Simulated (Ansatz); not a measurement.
Reactions of C3H10Si (`CC[SiH2]C`).

Program: Ansatz. Geometries: PBE0-D4/def2-TZVP. ΔE: electronic, gas phase. CCSD(T)/CBS is the MP2 limit (def2-TZVPP, def2-QZVPP) plus CCSD(T) − MP2 in def2-TZVPP, frozen cores. This one scheme is used for every species. def2 core potentials past Kr. For Ga, Sn outer-core shells are correlated without core-valence functions, which leaves a few kJ/mol of doubt a bond. Scalar relativity is left out up to krypton. Each species was taken in one conformer, which may not be the lowest.

Task: Order these by ΔE at CCSD(T)/CBS, lowest first. (Best estimate.)
A. `CC[SiH2]C` + `O[SiH2][SiH2]Cl` → `C[SiH](Cl)[SiH2]O` + `C[SiH2]C`
B. `CC[SiH2]C` + `[NH2][SnH3]` → `CC[NH][SnH3]` + `C[SiH3]`
C. `CC[SiH2]C` + CH₃SH → `CC[SiH2]SC` + CH₄
D. `CC[SiH2]C` + `[BH2][GaH][O]CC` → `[BH2][GaH][SiH2]C` + diethyl ether
E. `CC[SiH2]C` + `OPO` → `CC[SiH2]PO` + CH₃OH
F. `CC[SiH2]C` + `OB(O)O` → `C[SiH2]OB(O)O` + ethane
G. `CC[SiH2]C` + `[CH3][AlH][OH]` → `[CH3][AlH][O][SiH2]C` + ethane
H. `CC[SiH2]C` + `C[Si](N)(O)F` → `CO[Si](C)(N)F` + `C[SiH2]C`

Result: G (-1.28 eV), F (-1.11 eV), C (-0.72 eV), A (-0.63 eV), H (+0.48 eV), B (+0.66 eV), D (+1.20 eV), E (+1.31 eV).

Largest T1 diagnostic: 0.014, for `[BH2][GaH][O]CC`.
